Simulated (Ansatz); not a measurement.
Take BaSnO₃ in the cubic perovskite structure (space group Pm-3m, No. 221; a = 4.1313 Å) as the base.

Method: Ansatz (a first-principles code), r2SCAN, PAW, cutoff 500 eV, scalar-relativistic without spin-orbit coupling.

One change was made to it. Results:

| quantity | base | after |
|---|---|---|
| density | 7.16 g/cm³ | 7.29 g/cm³ |
| electron mass | 0.19 mₑ (at Γ) | 0.20 mₑ (at Γ) |
| smallest direct gap | 2.04 eV | 2.27 eV |
| band gap | 1.56 eV | 1.80 eV |

### Question
Which of these changes matches the shifts?
A) pressure 7.5 GPa
B) pressure 0.3 GPa
C) pressure −1 GPa
D) pressure 3 GPa
E) pressure 1.5 GPa

### Answer
D, pressure 3 GPa. For comparison, the band gap in the other runs: pressure 1.5 GPa gives 1.69 eV; pressure −1 GPa gives 1.48 eV; pressure 0.3 GPa gives 1.59 eV; pressure 7.5 GPa gives 2.14 eV.

Load acts through the strain it causes; cell and atoms are relaxed under it. Effective masses come from finite differences of ±0.01 Å⁻¹. Whether these cells are dynamically stable was not tested. No other phases were tried under pressure.
